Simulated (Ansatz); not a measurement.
Runs of Ansatz 0.2.0 on CoSi. The structure is cubic, space group Pm-3m (No. 221). Conventional cell: a = 2.781 Å, b = 2.781 Å, c = 2.781 Å, α = 90.00°, β = 90.00°, γ = 90.00°. Co (site symmetry m-3m) has 8 Si at 2.41 Å as nearest neighbours. Si (site symmetry m-3m) is surrounded by 8 Co at 2.41 Å. Measurements of this composition are mostly on another form, of space group No. 198.

```tsv
task	level	cell	cutoff (eV)	points for each segment of the path	gap on the mesh (eV)	pressure (GPa)	moment (μB)	relaxed volume (Å³/atom)
single point	B3LYP	as given	420	-	none	4.8	0.87	-
band structure	HSE03	as given	420	4	none	-2.6	0.87	-
relaxation of cell and atoms	PBEsol0	relaxed	420	-	none	0.0	0.87	10.37
relaxation of cell and atoms	HSE06	relaxed	420	-	none	0.0	0.87	10.61
single point	r2SCAN0	as given	500	-	none	(b)	0.87	-
relaxation of cell and atoms	HSEsol	relaxed	420	-	none	0.0	0.87	(d)
single point	r2SCANh	as given	500	-	none	-4.4	0.87	-
band structure	HSEsol	as given	420	4	none	(c)	0.87	-
band structure	HSE06	as given	420	4	none	(a)	0.87	-
single point	PBEsol0	as given	420	-	none	-8.7	0.87	-
relaxation of cell and atoms	HSE03	relaxed	420	-	none	0.0	0.87	10.64
relaxation of cell and atoms	B3LYP	relaxed	420	-	none	0.0	0.87	10.99
```

Alike in all rows: potentials or basis Ansatz PAW; spin collinear, ferromagnetic start; k mesh 5 × 5 × 5; smearing fermi-dirac 0.05 eV; the mesh is coarse, so values aren't converged.

Estimate the missing entries.

(a) -3.1; (b) -6.9; (c) -8.2; (d) 10.38.

Caveats: all runs use coarse meshes; the magnetic or orbital state may not be the lowest; the PAW data sets come from PBE, with cores solved anew for the run's functional, which leaves a small shift of forces and pressure; the thresholds are loose for stress (some runs); the plane-wave basis is chosen anew once the cell has moved, so the energies of steps on either side of that aren't comparable (some runs).

A gap of «none» marks a metal or a gap under the smearing width.
